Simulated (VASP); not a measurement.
# CaS (Fm-3m) in VASP: further runs, part 2 of 2

VASP 6.6.1. The steps go on from the part before.

### Step 4. Electric field gradients, PBE (volume scaled by 1.025)

File INCAR:

```
SYSTEM = CaS
PREC     = Accurate       ! precision mode
ENCUT    = 520            ! plane-wave cutoff, eV
EDIFF    = 1E-8           ! SCF threshold, eV
ISMEAR   = -1             ! smearing method
SIGMA    = 0.01           ! smearing width, eV
LREAL    = .False.        ! projectors in reciprocal space
LASPH    = .True.         ! aspherical terms in the spheres
NELM     = 60             ! most SCF steps
ALGO     = Normal         ! electronic algorithm
ISIF     = 2              ! what is computed and relaxed
LWAVE    = .False.        ! write WAVECAR
LCHARG   = .False.        ! write CHGCAR
GGA      = PE             ! functional
LEFG     = .True.       
NBANDS   = 15             ! bands
```

File KPOINTS:

```
regular mesh
0
Gamma
  7 7 7
  0 0 0
```

File POSCAR:

```
CaS
1.0
    0.0000000000      2.8664969333      2.8664969333
    2.8664969333      0.0000000000      2.8664969333
    2.8664969333      2.8664969333      0.0000000000
Ca S
1 1
Direct
    0.0000000000      0.0000000000      0.0000000000
    0.5000000000      0.5000000000      0.5000000000
```

Potentials or basis: VASP PAW PBE potentials, release 64 (Ca_sv, S).

The run is started by

```console
$ cat potpaw_PBE.64/Ca_sv/POTCAR potpaw_PBE.64/S/POTCAR > POTCAR
$ mpirun -np 1 vasp_std > vasp.out
```

OUTCAR:

```text
SYSTEM = CaS
   PREC = Accurate
   ENCUT = 520
   EDIFF = 1E-8
   ISMEAR = -1
   LREAL = .False.
   LASPH = .True.
   NELM = 60
   ISIF = 2
   GGA = PE

 ion  position               nearest neighbor table
   1  0.000  0.000  0.000-   2 2.87   2 2.87   2 2.87   2 2.87   2 2.87   2 2.87
   2  0.500  0.500  0.500-   1 2.87   1 2.87   1 2.87   1 2.87   1 2.87   1 2.87

  LATTYP: Found a face centered cubic cell.
 ALAT       =     5.7329938666

  Lattice vectors:

 A1 = (   0.0000000000,   2.8664969333,   2.8664969333)
 A2 = (   2.8664969333,   0.0000000000,   2.8664969333)
 A3 = (   2.8664969333,   2.8664969333,   0.0000000000)

Analysis of symmetry for initial positions (statically):
=====================================================================
 Subroutine PRICEL returns:
 Original cell was already a primitive cell.

 Routine SETGRP: Setting up the symmetry group for a
 face centered cubic supercell.

 Subroutine GETGRP returns: Found 48 space group operations
 (whereof 48 operations were pure point group operations)
 out of a pool of 48 trial point group operations.

The static configuration has the point symmetry O_h .

Analysis of symmetry for dynamics (positions and initial velocities):
=====================================================================
 Subroutine PRICEL returns:
 Original cell was already a primitive cell.

 Routine SETGRP: Setting up the symmetry group for a
 face centered cubic supercell.

 Subroutine GETGRP returns: Found 48 space group operations
 (whereof 48 operations were pure point group operations)
 out of a pool of 48 trial point group operations.

The dynamic configuration has the point symmetry O_h .

 Subroutine INISYM returns: Found 48 space group operations
 (whereof 48 operations are pure point group operations),
 and found     1 'primitive' translations

----------------------------------------------------------------------------------------

                                     Primitive cell

  volume of cell :      47.1069

  direct lattice vectors                    reciprocal lattice vectors
     0.000000000  2.866496933  2.866496933    -0.174428932  0.174428932  0.174428932
     2.866496933  0.000000000  2.866496933     0.174428932 -0.174428932  0.174428932
     2.866496933  2.866496933  0.000000000     0.174428932  0.174428932 -0.174428932

  length of vectors
     4.053838840  4.053838840  4.053838840     0.302119773  0.302119773  0.302119773

  position of ions in fractional coordinates (direct lattice)
     0.000000000  0.000000000  0.000000000
     0.500000000  0.500000000  0.500000000

  ion indices of the primitive-cell ions
   primitive index   ion index
                 1           1
                 2           2

----------------------------------------------------------------------------------------

 KPOINTS: regular mesh

Automatic generation of k-mesh.
 Grid dimensions read from file:
 generate k-points for:    7    7    7

[... 76 lines left out ...]
   IMIX   =      4    mixing-type and parameters
     AMIX     =   0.40;   BMIX     =  1.00
     AMIX_MAG =   1.60;   BMIX_MAG =  1.00
  volume/ion in A,a.u.               =      23.55       158.95
  Fermi-wavevector in a.u.,A,eV,Ry     =   1.142229  2.158501 17.751359  1.304688
  Thomas-Fermi vector in A             =   2.278928
   LORBIT       =      0    0 simple, 1 ext, 2 COOP (PROOUT), +10 PAW based schemes
   GGA     = PE    functional components
   LHFCALC =     F    Hartree Fock is set to
   AEXX    =    0.0000 exact exchange contribution
   IVDW    =     0    specifies the selected vdW correction
   LEPSILON=     F    determine dielectric tensor
   LRPA    =     F    only Hartree local field effects (RPA)
 non-spin polarized calculation
  energy-cutoff  :      520.00
  volume of cell :       47.11
 maximum number of plane-waves:      1283
 NGX is ok and might be reduce to    30

 number of electron      16.0000003 magnetization

 Free energy of the ion-electron system (eV)
  ---------------------------------------------------
  ext. energy  EPLUGINS =         0.00000000
  ---------------------------------------------------
  free energy    TOTEN  =       -10.36468818 eV

  energy without entropy =      -10.36468818  energy(sigma->0) =      -10.36468818

 E-fermi :   2.8036     XC(G=0):  -9.2295

 val. band max:        2.5883967342   @ k =   0.0000   0.0000   0.0000
 cond. band min:       5.0538129297   @ k =   0.4286   0.4286   0.0000
 fundamental gap:      2.4654161956
 Fermi energy:         2.8036071855

 k-point     1 :       0.0000    0.0000    0.0000
  band No.  band energies     occupation
      1     -36.6798      2.00000
      2     -17.6573      2.00000
      3     -17.6573      2.00000
      4     -17.6573      2.00000
      5      -8.6724      2.00000
      6       2.5884      2.00000
      7       2.5884      2.00000
      8       2.5884      2.00000
      9       6.6129      0.00000
     10       6.7542      0.00000
     11       6.7542      0.00000
     12       6.7542      0.00000
     13       7.3307      0.00000
     14       7.3307      0.00000
[... 329 lines left out ...]
      2     -17.7410      2.00000
      3     -17.7404      2.00000
      4     -17.6983      2.00000
      5      -7.9595      2.00000
      6       0.6781      2.00000
      7       0.7504      2.00000
      8       1.3375      2.00000
      9       6.9820      0.00000
     10       7.9042      0.00000
     11       8.7057      0.00000
     12       9.0224      0.00000
     13       9.2116      0.00000
     14      11.1807      0.00000
     15      12.3766      0.00000

------------------------ aborting loop because EDIFF is reached ----------------------------------------

  FORCE on cell =-STRESS in cart. coord.  units (eV):
  Direction    XX          YY          ZZ          XY          YZ          ZX
  --------------------------------------------------------------------------------------
  -------------------------------------------------------------------------------------
  Total       -0.1399995     -0.1399995     -0.1399995      0.0000000     -0.0000000      0.0000000
  in kB       -4.7615955     -4.7615955     -4.7615955      0.0000000     -0.0000000      0.0000000
  external PRESSURE =      -4.7615955 kB  Pullay stress =       0.0000000 kB

 VOLUME and BASIS-vectors are now :
 -----------------------------------------------------------------------------
  energy-cutoff  :      520.00
  volume of cell :       47.11
      direct lattice vectors                 reciprocal lattice vectors
     0.000000000  2.866496933  2.866496933    -0.174428932  0.174428932  0.174428932
     2.866496933  0.000000000  2.866496933     0.174428932 -0.174428932  0.174428932
     2.866496933  2.866496933  0.000000000     0.174428932  0.174428932 -0.174428932

 POSITION                                       TOTAL-FORCE (eV/Angst)
 -----------------------------------------------------------------------------------
      0.00000      0.00000      0.00000         0.000000      0.000000      0.000000
      2.86650      2.86650      2.86650        -0.000000     -0.000000     -0.000000
 -----------------------------------------------------------------------------------
    total drift:                               -0.000000      0.000000      0.000000

  FREE ENERGIE OF THE ION-ELECTRON SYSTEM (eV)
  ---------------------------------------------------
  free  energy   TOTEN  =       -10.3646881759 eV

  energy  without entropy=      -10.3646881759  energy(sigma->0) =      -10.36468818

 Electric field gradients (V/A^2)
---------------------------------------------------------------------
 ion       V_xx      V_yy      V_zz      V_xy      V_xz      V_yz
---------------------------------------------------------------------
   1       0.000     0.000    -0.000     0.001     0.001     0.001
   2      -0.000     0.000     0.000    -0.000    -0.000    -0.000
---------------------------------------------------------------------

 Electric field gradients after diagonalization (V/A^2)
 (convention: |V_zz| > |V_xx| > |V_yy|)
----------------------------------------------------------------------
 ion       V_xx      V_yy      V_zz     asymmetry (V_yy - V_xx)/ V_zz
----------------------------------------------------------------------
   1      -0.001    -0.001     0.001       0.000
   2       0.000     0.000    -0.001       0.000
----------------------------------------------------------------------

           NMR quadrupolar parameters

 Cq : quadrupolar parameter    Cq=e*Q*V_zz/h
 eta: asymmetry parameters     (V_yy - V_xx)/ V_zz
 Q  : nuclear electric quadrupole moment in mb (millibarn)
----------------------------------------------------------------------
 ion       Cq(MHz)       eta       Q (mb)
----------------------------------------------------------------------
   1       0.000       0.000       1.000
   2      -0.000       0.000       1.000
----------------------------------------------------------------------
```

Wall time 12 s (1 thread of AMD EPYC 9R45 (Zen 5), shared host); peak memory 0.13 GiB.

What came out:

| Property | Result |
| --- | --- |
| Free energy | -10.3647 eV |
| Pressure | -0.5 GPa |
| Band gap on the k mesh | 2.47 eV, indirect (least direct gap 3.24 eV) |

Electric field gradients, principal values (V/Å²):
```tsv
atom	Vxx	Vyy	Vzz
1 Ca	-0.001	-0.001	0.001
2 S	0.000	0.000	-0.001
```

Caveat: an odd mesh through Γ misses points on the zone boundary, where band edges often lie.

### Step 5. Summary

```csv
cell,gap on the mesh (eV),pressure (GPa)
"volume scaled by 0.975, PAW files",2.35,2.6
"volume scaled by 1.05, PAW files",2.51,-1.7
"volume scaled by 1.025, PAW files",2.47,-0.5
```

Alike in all rows: task electric field gradients; level PBE; potentials or basis VASP PAW PBE potentials, release 64 (Ca_sv, S); no spin polarisation; k mesh 7 × 7 × 7; cutoff (eV) 520; smearing fermi-dirac 0.01 eV.

Caveats: an odd mesh through Γ misses points on the zone boundary, where band edges often lie.

Total energies depend on the potentials used, so only differences within one code and one set of settings carry meaning.
